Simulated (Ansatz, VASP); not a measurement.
## SnSe: VASP beside Ansatz

INCAR

```
PREC = Accurate
ENCUT = 520
EDIFF = 1E-8
ISMEAR = -1
SIGMA = 0.02
LREAL = F
LASPH = T
NELM = 100
ALGO = Normal
ISIF = 2
LWAVE = F
LCHARG = F
GGA = PE
LEFG = T
NBANDS = 17
```

Contents of KPOINTS:

```
regular mesh
0
Gamma
  9 9 9
```

Contents of POSCAR:

```
SnSe
1.0
    0.0000000000      3.0200000735      3.0200000735
    3.0200000735      0.0000000000      3.0200000735
    3.0200000735      3.0200000735      0.0000000000
Sn Se
1 1
Direct
    0.0000000000      0.0000000000      0.0000000000
    0.5000000000      0.5000000000      0.5000000000
```

Input for Ansatz:

```yaml
crystal:
  lattice:
    - [0.0, 3.0200000735, 3.0200000735]
    - [3.0200000735, 0.0, 3.0200000735]
    - [3.0200000735, 3.0200000735, 0.0]
  atoms:
    - { symbol: Sn, position: [0.0, 0.0, 0.0] }
    - { symbol: Se, position: [0.5, 0.5, 0.5] }
kpoints:
  mp_grid: { grid: [9, 9, 9] }
scf:
  occupations: { method: fermi_dirac, width: 0.02 }
hamiltonian:
  xc: pbe
  pseudopotentials: { kind: all_electron, datasets: crystal }
output:
  forces: true
  stress: true
  eigenvalues: true
  efg: { contact_densities: true }
```

Change from the starting cell: volume scaled by 1.01, crystal datasets.

Alike in both runs: task electric field gradients; functional PBE; k mesh 9 × 9 × 9; occupations fermi-dirac, width 0.02 eV; no spin polarisation.

```csv
,VASP,Ansatz
version,VASP 6.6.1,Ansatz 0.2.0
potentials or method,"VASP PAW PBE potentials, release 64 (Sn_d, Se)","all-electron PAW with datasets made for the crystal, scalar-relativistic"
plane-wave cutoff (eV),520,see its input
```

```tsv
	VASP	Ansatz	Ansatz less VASP
pressure (GPa)	0.5	0.5	-0.01
Vzz of the field gradient on the site that differs most (V/Å²)	0.0	0.0	0.00
```

Ansatz ran all-electron here, so the differences hold the error of VASP's frozen core and of both bases. Ansatz warned: «gradients_without_spin_orbit».
